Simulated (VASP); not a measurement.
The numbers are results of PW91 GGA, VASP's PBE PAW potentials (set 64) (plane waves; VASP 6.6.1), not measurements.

Input for VASP

KPOINTS:
```
Regular mesh
0
G
 8 8 8
```

INCAR:
```
! general
SYSTEM  = ZrO2
PREC    = Accurate
ENCUT   = 520
LREAL   = .False.   ! projection in real space or not
LASPH   = .True.   ! aspherical one-centre terms

! electronic loop
EDIFF   = 1E-7   ! SCF stop (eV)
NELM    = 100   ! most electronic steps
ALGO    = Normal   ! blocked Davidson
LMAXMIX = 4

! smearing
ISMEAR  = 0   ! Gaussian
SIGMA   = 0.05

! functional
GGA     = 91

! ions
ISIF    = 2   ! forces and stress, cell fixed

! output
LWAVE   = .False.
LCHARG  = .False.
```

**POSCAR**
```
ZrO2
1.0
  0.0000000000   2.5063628689   2.5063628689
  2.5063628689   0.0000000000   2.5063628689
  2.5063628689   2.5063628689   0.0000000000
Zr O
1 2
Cart
  0.0000000000   0.0000000000   0.0000000000
  1.2531814345   1.2531814345   1.2531814345
  3.7595443034   3.7595443034   3.7595443034
```

POTCAR, in this order: Zr_sv O (PBE.64 set). Program: vasp_std.

Output

**OSZICAR**
```
       N       E                     dE             d eps       ncg     rms          rms(c)
DAV:   1     0.198416799227E+03    0.19842E+03   -0.14864E+04   928   0.155E+03
DAV:   2    -0.273191680554E+02   -0.22574E+03   -0.22182E+03  1192   0.399E+02
DAV:   3    -0.349320044603E+02   -0.76128E+01   -0.76051E+01  1360   0.748E+01
DAV:   4    -0.351008089408E+02   -0.16880E+00   -0.16877E+00  1296   0.871E+00
DAV:   5    -0.351032375643E+02   -0.24286E-02   -0.24286E-02  1216   0.867E-01    0.275E+01
DAV:   6    -0.286885734473E+02    0.64147E+01   -0.35795E+01  1008   0.483E+01    0.111E+01
DAV:   7    -0.286686715430E+02    0.19902E-01   -0.13716E+00  1304   0.956E+00    0.694E+00
DAV:   8    -0.286444833565E+02    0.24188E-01   -0.14899E-01  1216   0.412E+00    0.460E-01
DAV:   9    -0.286440318816E+02    0.45147E-03   -0.20826E-02  1200   0.970E-01    0.297E-01
DAV:  10    -0.286447655719E+02   -0.73369E-03   -0.59438E-03  1056   0.761E-01    0.184E-01
DAV:  11    -0.286447278496E+02    0.37722E-04   -0.18357E-03  1216   0.369E-01    0.144E-01
DAV:  12    -0.286446784101E+02    0.49440E-04   -0.25112E-04  1008   0.133E-01    0.815E-03
DAV:  13    -0.286446793645E+02   -0.95441E-06   -0.18916E-05  1184   0.324E-02    0.576E-03
DAV:  14    -0.286446794152E+02   -0.50672E-07   -0.23572E-06  1192   0.106E-02    0.637E-03
DAV:  15    -0.286446792713E+02    0.14395E-06   -0.17553E-07   960   0.431E-03    0.875E-04
DAV:  16    -0.286446792629E+02    0.83601E-08   -0.10827E-08   632   0.934E-04
   1 F= -.28644679E+02 E0= -.28644679E+02  d E =-.440956E-26
```

### OUTCAR
```
------------------------ aborting loop because EDIFF is reached ----------------------------------------
  FORCE on cell =-STRESS in cart. coord.  units (eV):
  Direction    XX          YY          ZZ          XY          YZ          ZX
  --------------------------------------------------------------------------------------
  Total        3.2926909      3.2926909      3.2926909      0.0000000      0.0000000     -0.0000000
  in kB      167.5327476    167.5327476    167.5327476      0.0000000      0.0000000     -0.0000000
  external PRESSURE =     167.5327476 kB  Pullay stress =       0.0000000 kB
  volume of cell :       31.49
      direct lattice vectors                 reciprocal lattice vectors
     0.000000000  2.506362869  2.506362869    -0.199492263  0.199492263  0.199492263
     2.506362869  0.000000000  2.506362869     0.199492263 -0.199492263  0.199492263
     2.506362869  2.506362869  0.000000000     0.199492263  0.199492263 -0.199492263
 POSITION                                       TOTAL-FORCE (eV/Angst)
 -----------------------------------------------------------------------------------
      0.00000      0.00000      0.00000         0.000000      0.000000      0.000000
      1.25318      1.25318      1.25318        -0.000000     -0.000000     -0.000000
      3.75954      3.75954      3.75954         0.000000      0.000000      0.000000
 -----------------------------------------------------------------------------------
    total drift:                                0.000000      0.000000      0.000000
  FREE ENERGIE OF THE ION-ELECTRON SYSTEM (eV)
  ---------------------------------------------------
  free  energy   TOTEN  =       -28.6446792629 eV

  energy  without entropy=      -28.6446792629  energy(sigma->0) =      -28.64467926
```
(Selected blocks of OUTCAR.)

File OUTCAR:
```
 val. band max:        7.6805360529   @ k =   0.5000   0.5000   0.0000

 cond. band min:      11.1549368652   @ k =   0.0000   0.0000   0.0000


 Fermi energy:         8.0410156389

 k-point     1 :       0.0000    0.0000    0.0000
  band No.  band energies     occupation
      1     -40.0582      2.00000
      2     -17.9733      2.00000
      3     -17.9733      2.00000
      4     -17.9733      2.00000
      5     -10.6818      2.00000
      6      -7.9550      2.00000
      7       2.1876      2.00000
      8       2.1876      2.00000
      9       2.1876      2.00000
     10       7.1346      2.00000
     11       7.1346      2.00000
     12       7.1346      2.00000
     13      11.1549      0.00000
     14      11.1549      0.00000
     15      14.6272      0.00000
     16      17.6061      0.00000

 k-point     2 :       0.1250    0.0000    0.0000
  band No.  band energies     occupation
      1     -40.0493      2.00000
      2     -18.1137      2.00000
      3     -17.9859      2.00000
      4     -17.9859      2.00000
      5     -10.4334      2.00000
      6      -8.1292      2.00000
      7       2.3468      2.00000
      8       2.3468      2.00000
      9       2.6439      2.00000
     10       6.7675      2.00000
     11       6.8394      2.00000
     12       6.8394      2.00000
     13      11.4679      0.00000
     14      11.4679      0.00000
     15      15.0827      0.00000
     16      17.0494      0.00000

 k-point     3 :       0.2500    0.0000    0.0000
  band No.  band energies     occupation
      1     -40.0279      2.00000
      2     -18.4249      2.00000
      3     -18.0162      2.00000
      4     -18.0162      2.00000
      5      -9.9197      2.00000
      6      -8.4187      2.00000
      7       2.7349      2.00000
      8       2.7349      2.00000
      9       3.7073      2.00000
     10       6.0320      2.00000
     11       6.3325      2.00000
     12       6.3325      2.00000
     13      11.9169      0.00000
...
```

The compound is ZrO2 in the fluorite structure, the high-temperature cubic form, which is unstable at 0 K; the monoclinic form is the stable one. This cell is one point of a volume scan, at 0.94 of the reference volume.
